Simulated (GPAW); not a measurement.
# Zn (P6_3/mmc) in GPAW: single point with PBE

Aim: the single point of Zn with PBE.

All numbers are computed with GPAW 26.7.0; they aren't measurements. Logs are shortened: lines on timing, memory, paths and dates and some standing lists are left out, and cuts for length are marked. The log counts tension as positive stress, the text compression.

## 1. Starting point

It takes space group P6_3/mmc (No. 194, hexagonal). Conventional cell: a = 2.670 Å, b = 2.670 Å, c = 4.966 Å, α = 90.00°, β = 90.00°, γ = 120.00°. Zn (site symmetry -6m2) is surrounded by 12 Zn at 2.67 to 2.92 Å.

## 2. Single point, PBE

File run.py:

```python
from ase.dft.bandgap import bandgap
from ase.io import read, write
from ase.units import GPa
from gpaw import GPAW, PW

atoms = read('Zn.xyz')

calc = GPAW(mode=PW(500),
            xc='PBE',
            kpts={'size': (9, 9, 5), 'gamma': True},
            occupations={'name': 'fermi-dirac', 'width': 0.05},
            nbands=21,
            maxiter=120,
            txt='gpaw.txt')
atoms.calc = calc
energy = atoms.get_potential_energy()
forces = atoms.get_forces()
stress = atoms.get_stress()
calc.write('gs.gpw')
write('result.traj', atoms)
print(f'Energy: {energy:.6f} eV')
print('Forces (eV/A):')
print(forces.round(4))
print('Stress (GPa):', (stress / GPa).round(3))
print('Fermi level:', round(calc.get_fermi_level(), 4), 'eV')
print(f'Gap: {bandgap(calc)[0]:.4f} eV, direct: {bandgap(calc, direct=True)[0]:.4f} eV')
```

File Zn.xyz:

```xyz
2
Lattice="2.6700000000 0.0000000000 0.0000000000 -1.3350000000 2.3122878281 0.0000000000 0.0000000000 0.0000000000 4.9660000000" Properties=species:S:1:pos:R:3 pbc="T T T"
Zn     1.3350000001      0.7707626093      3.7245000000
Zn    -0.0000000001      1.5415252188      1.2415000000
```

Potentials or basis: GPAW PAW data sets (gpaw-data 1.2.1), pw.

Started as:

```bash
$ OMP_NUM_THREADS=1 python run.py
```

gpaw.txt:

```text
__  _  _
 | _ |_)|_||  |
 |__||  | ||/\| - 26.7.0

Input parameters:
  mode=PW(ecut=500.0),
  kpts=MonkhorstPack(size=(9, 9, 5), gamma=True),
  maxiter=120,
  nbands=21,
  occupations=Occupations(name='fermi-dirac', width=0.05),
  xc=XC(name='PBE')

Diagonalizing LCAO Hamiltonian
Converting LCAO to pw mode

          Zn

        Zn

Atoms  # Å, Bohr magnetons
|   | symbol |         x |        y |        z |    initial magnetic moments |
|---|--------|-----------|----------|----------|-----------------------------|
| 0 |     Zn |  1.335000 | 0.770763 | 3.724500 | ( 0.0000,  0.0000,  0.0000) |
| 1 |     Zn | -0.000000 | 1.541525 | 1.241500 | ( 0.0000,  0.0000,  0.0000) |

Unit cell  # Å
| periodic |         x |        y |        z |  lengths |     angles |
|----------|-----------|----------|----------|----------|------------|
|      yes |  2.670000 | 0.000000 | 0.000000 | 2.670000 |  90.000000 |
|      yes | -1.335000 | 2.312288 | 0.000000 | 2.670000 |  90.000000 |
|      yes |  0.000000 | 0.000000 | 4.966000 | 4.966000 | 120.000000 |

Number of symmetries: 12
Symmetry operations  # r_c * U_cc + t_c -> r_c
|    | kind |            matrix            |
|----|------|------------------------------|
|  0 |  σ   |  1, 1, 0,  0,-1, 0,  0, 0, 1 |
|  1 |  S6  |  1, 1, 0, -1, 0, 0,  0, 0,-1 |
|  2 |  E   |  1, 0, 0,  0, 1, 0,  0, 0, 1 |
|  3 |  C2  |  1, 0, 0, -1,-1, 0,  0, 0,-1 |
|  4 |  C2  |  0, 1, 0,  1, 0, 0,  0, 0,-1 |
|  5 |  C3  |  0, 1, 0, -1,-1, 0,  0, 0, 1 |
|  6 |  S6  |  0,-1, 0,  1, 1, 0,  0, 0,-1 |
|  7 |  σ   |  0,-1, 0, -1, 0, 0,  0, 0, 1 |
|  8 |  σ   | -1, 0, 0,  1, 1, 0,  0, 0, 1 |
|  9 |  i   | -1, 0, 0,  0,-1, 0,  0, 0,-1 |
| 10 |  C3  | -1,-1, 0,  1, 0, 0,  0, 0, 1 |
| 11 |  C2  | -1,-1, 0,  0, 1, 0,  0, 0,-1 |

BZ-sampling:
  Number of BZ points: 405
  Number of IBZ points: 50

  Monkhorst-Pack size: [9, 9, 5]
  Monkhorst-Pack shift: [0, 0, 0]

K-points  # in reciprocal-cell coordinates
|     |                                coordinates |     weight |
|-----|--------------------------------------------|------------|
|   0 | (  0.00000000,   0.00000000,   0.00000000) | 0.00246914 |
|   1 | (  0.00000000,   0.00000000,   0.20000000) | 0.00493827 |
|   2 | (  0.00000000,   0.00000000,   0.40000000) | 0.00493827 |
|   3 | (  0.11111111,   0.00000000,  -0.40000000) | 0.01481481 |
|   4 | (  0.11111111,   0.00000000,  -0.20000000) | 0.01481481 |
|   5 | (  0.11111111,   0.00000000,   0.00000000) | 0.01481481 |
|   6 | (  0.11111111,   0.00000000,   0.20000000) | 0.01481481 |
|   7 | (  0.11111111,   0.00000000,   0.40000000) | 0.01481481 |
|   8 | (  0.22222222,  -0.11111111,   0.00000000) | 0.01481481 |
|   9 | (  0.22222222,  -0.11111111,   0.20000000) | 0.02962963 |
| ... |                                            |            |
|  49 | (  0.44444444,   0.44444444,   0.40000000) | 0.02962963 |

Plane wave coefficients: 798
Cutoff: 500.0 eV

Spin-components: 1 (collinear spins)
Bands:           21
Projectors:      12
Spin-degeneracy: 2
Datatype:        complex128

Parallelization:
  kpt:    1
  domain: 1
  band:   1

Density:
  Valence electrons: 24.0
  Components: 1
  Grid points: [14 14 27]
  Charge: 0.0  # |e|

Potential:
  Grid points: [14 14 27]

species:
  Zn:
    name:    Zinc
    Z:       30.0
    valence: 12
    core:    18
    charge:  0.0  # [|e|]
    compensation charges:
      type: gauss
      rc: 0.37  # [Å]
      lmax: 2
    cutoffs:
      filter: 2.14  # [Å]
      core: 2.28  # [Å]
    projectors
    | kind |    occ | energy [eV] | rcut [Å] |
    |------|--------|-------------|----------|
    |   4s |  2.000 |      -5.977 |    1.286 |
    |   4p |  0.000 |      -1.117 |    1.270 |
    |   3d | 10.000 |     -10.142 |    1.180 |
    |    s |        |      21.234 |    1.286 |
    |    p |        |      26.095 |    1.270 |
    |    d |        |      17.070 |    1.180 |

    Using partial waves for Zn as LCAO basis

Reference energy: -97722.653306  # eV

eigensolver:
  PPCG
  Converge bands: occupied
  niter=2

density mixing:
  MSR1-Mixer
  Pratt-step length: 0.05
  Maximum mixing coefficient: 0.75
  Old densities: 10
  SVD Regularization: 0.005
  Good broyden scale: 1.0
  Trust region scale: 1.0
  Backstep threshold: 4.0
  History deletion threshold: 6.0
  Fourier metric: weight=20.0, sigma=0.015

occupation numbers:
  Fermi-Dirac:
    width: 0.0500  # eV

poisson solver:
  ecut: 4000.0  # eV

xc functional:
  name: PBE with 2 nearest neighbor stencil

convergence criteria:
- Maximum [total energy] change in last 3 cyles: 0.0005 eV / valence electron
- Maximum integral of absolute [dens]ity change: 0.0001 electrons / valence electron
- Maximum integral of absolute [eigenst]ate change: 4e-08 eV^2 / valence electron
maximum number of iterations: 120

SCF iterations
|iter     | |      energy | eigst |  dens |
|---------|-|-------------|-------|-------|
|iter:   1| |   -2.492172 | +0.07 |       |
|iter:   2| |   -2.443236 | -2.74 | -1.40 |
|iter:   3| |   -2.329627 | -1.75 | -1.45 |
|iter:   4| |   -2.334490 | -3.22 | -1.90 |
|iter:   5| |   -2.335551c| -3.21 | -2.26 |
|iter:   6| |   -2.335616c| -5.03 | -3.64 |
|iter:   7| |   -2.335628c| -5.81 | -3.77 |
|iter:   8| |   -2.335628c| -7.36 | -4.43c|
|iter:   9| |   -2.335628c| -8.01c| -4.87c|

Converged in 9 steps
Energy contributions relative to reference atoms: (reference = -97722.653306)

Energy contributions:
  Kinetic:          -3.227713
  Coulomb:           6.297572
  Zero:             -0.047730
  External:          0.000000
  Xc:               -5.352921
  Entropy:          -0.009671
  Spinorbit:         0.000000
  ----------------------------
  Free energy:      -2.340464
  Extrapolated:     -2.335628

dipole moment: (-0.000000, -0.000000, -0.000000)  # |e|*Ang

Fermi level: 6.863
Eigenvalues  # (at kpt = [0.000, 0.000, 0.000])
| band index |      eig [eV] | occ [0-2] |
|------------|---------------|-----------|
|          0 |        -3.750 |     2.000 |
|        ... |               |           |
|          5 |        -0.997 |     2.000 |
|          6 |        -0.997 |     2.000 |
|          7 |        -0.670 |     2.000 |
|          8 |        -0.670 |     2.000 |
|          9 |        -0.468 |     2.000 |
|         10 |        -0.468 |     2.000 |
[... 8 lines left out ...]
|         19 |        25.581 |     0.000 |
|         20 |        26.778 |     0.000 |

No gap
No difference between direct/indirect transitions

Forces  # eV/Ang
|        x |        y |        z |
|----------|----------|----------|
|  0.00000 | -0.00000 | -0.00007 |  # Zn   0
| -0.00000 |  0.00000 |  0.00007 |  # Zn   1

Stress tensor  # eV/Ang^3
|         x |         y |         z |
|-----------|-----------|-----------|
|  0.014686 | -0.000000 |  0.000000 |
| -0.000000 |  0.014686 |  0.000000 |
|  0.000000 |  0.000000 | -0.007160 |

# Writing to gs.gpw (mode='')
```

Wall time 13 s (1 thread of Arm Neoverse V2, shared host); peak memory 0.14 GiB.

What came out:

- Free energy: -2.3405 eV
- Pressure: -1.2 GPa
- Band gap on the k mesh: none (metal or under the smearing width)

Levels at points of the mesh, in eV from the Fermi level:
```
           k point  band 9  band 10  band 11  band 12  band 13  band 14  band 15  band 16
(0.00, 0.00, 0.00)   -7.53    -7.33    -7.33    -3.88    -3.33    13.15    16.67    17.03
```

Caveat: the cutoff is short for stress and forces, so pressures can be off by a GPa or more.
